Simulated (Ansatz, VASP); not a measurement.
## PtS2: VASP beside Ansatz

```
Pt S
1.0
     3.72036    0.00000    0.00000
    -1.86018    3.22193    0.00000
     0.00000    0.00000    4.78686
Pt S
1 2
Direct
  0.00000 0.00000 0.00000
  0.33333 0.66667 0.25000
  0.66667 0.33333 0.75000
```

Change from the starting cell: strain +0.050 along x and y, -0.050 along z, atoms carried along.

Alike in both runs: task single point; functional PBE; k mesh 12 × 12 × 8; occupations gaussian, width 0.05 eV; no spin polarisation.

|  | VASP | Ansatz |
| --- | --- | --- |
| version | VASP 6.6.1 | Ansatz 0.2.0 |
| potentials or method | VASP PAW PBE potentials, release 64 (Pt, S) | scalar-relativistic, plane waves, PAW |
| plane-wave cutoff (eV) | 520 | 420 |
| valence electrons in the cell | 22 | 30 |

VASP gave:

| Quantity | Value |
| --- | --- |
| gap on the k mesh at the Fermi level (eV) | 0.08 |
| least direct gap on the mesh (eV) | 0.62 |
| pressure (GPa) | -6.9 |
| largest component of the traceless stress (GPa) | 4.67 |
| rms of the force components (eV/Å) | 0.283 |

Task: Which values does Ansatz return?

Result: gap on the k mesh at the Fermi level (eV): 0.08; least direct gap on the mesh (eV): 0.62; pressure (GPa): -6.5; largest component of the traceless stress (GPa): 4.54; rms of the force components (eV/Å): 0.269.

Atom by atom the forces differ by 0.014 eV/Å (rms over components). The two sets of potentials don't hold the same shells in valence.

Caveats: spin-orbit coupling is left out, which moves the levels of the heavy elements; the cell's inner coordinates are idealised or old, which leaves forces on the atoms.
